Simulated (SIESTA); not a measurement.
Hg, a slab with vacuum:

```
CELL_PARAMETERS angstrom
3.46181 0.00000 0.00000
-1.73090 2.99802 0.00000
0.00000 0.00000 25.97510
ATOMIC_POSITIONS crystal
Hg 0.33333 0.66667 0.28874
Hg 0.66667 0.33333 0.39437
Hg 0.33333 0.66667 0.50000
Hg 0.66667 0.33333 0.60563
Hg 0.33333 0.66667 0.71126
```

Base run:

```yaml
Program: SIESTA 5.4.2
Functional: vdW-DF
Potentials_or_basis: PseudoDojo 0.4 standard (PBE files)
Basis: DZP (energy shift 0.003 Ry; two zetas on semicore shells)
Grid_cutoff: 800 Ry
Energy_shift: 0.003 Ry
k_mesh: 9 × 9 × 1
Occupations: fermi-dirac, width 0.05 eV
Spin: no spin polarisation
```

Its results: band gap on the k mesh 0.60 eV, indirect (least direct gap 1.21 eV); largest force 0.162 eV/Å.

Q: The run is repeated on the same cell with these changes: functional from vdW-DF to vdW-DF-cx. What comes out?

A: Band gap on the k mesh 0.51 eV, indirect (least direct gap 1.11 eV); largest force 0.251 eV/Å.

Caveats: the valence orbitals were made in a potential fitted to the semicore shell under them, which widens gaps by tenths of an eV or more; the potentials were made for another functional, which shifts forces and pressure; spin-orbit coupling is left out, which moves the levels of the heavy elements; the basis of atomic orbitals isn't converged, which shifts pressures, moduli and gaps.

A k mesh can miss the band edges.
